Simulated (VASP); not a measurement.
Set up this calculation in VASP 6.6.1, as the native input.

```yaml
Task: relaxation of cell and atoms
Functional: LDA
Potentials_or_basis: VASP PAW LDA potentials, release 64 (Sn_d, Ge_d)
Cutoff: 600 eV
k_mesh: 12 × 12 × 12
Occupations: gaussian, width 0.1 eV
Spin: no spin polarisation
Dipole_correction: no
Further_INCAR_settings: ALGO = Fast; EDIFF = 1e-06; IBRION = 2; EDIFFG = -0.005; NSW = 100; ISIF = 3
```

The structure of SnGe2 lies in POSCAR:

```
SnGe2
1.0
    0.0000000000      3.3076649703      3.3076649703
    3.3076649703      0.0000000000      3.3076649703
    3.3076649703      3.3076649703      0.0000000000
Sn Ge
1 2
Direct
    0.0000000000      0.0000000000      0.0000000000
    0.7500000000      0.7500000000      0.7500000000
    0.2500000000      0.2500000000      0.2500000000
```

The cell comes from a database or a generator and needn't be the stable form of this composition.

The input as run:

INCAR

```
SYSTEM = SnGe2
ALGO = Fast
EDIFF = 1E-6
EDIFFG = -0.005
ENCUT = 600
IBRION = 2
ISIF = 3
ISMEAR = 0
LASPH = .True.
LCHARG = .False.
LREAL = .False.
LWAVE = .False.
NELM = 60
NSW = 100
PREC = Accurate
SIGMA = 0.1
```

KPOINTS

```
k-points
0
Gamma
  12 12 12
  0 0 0
```

Potentials or basis: VASP PAW LDA potentials, release 64 (Sn_d, Ge_d).

Run with:

```sh
$ cat potpaw_LDA.64/Sn_d/POTCAR potpaw_LDA.64/Ge_d/POTCAR > POTCAR
$ mpirun -np 1 vasp_std > vasp.out
```

Results of the run:

```yaml
Relaxed_volume: 24.19 Å³/atom
Relaxed_cell: a = 4.682 Å, b = 4.682 Å, c = 4.682 Å, α = 60.00°, β = 60.00°, γ = 60.00°
Space_group_after_relaxing_to_0.05_Å: Fm-3m (No. 225)
Energy_gained_by_relaxing: 0.0 meV/atom
Ionic_steps: 4
Pressure_after_relaxing: 0.0 GPa
Band_gap_on_the_k_mesh: none (metal or under the smearing width)
```

Wall time 4 min on 1 thread of Intel(R) Xeon(R) 6975P-C (Granite Rapids) (shared host), peak memory 0.3 GiB.
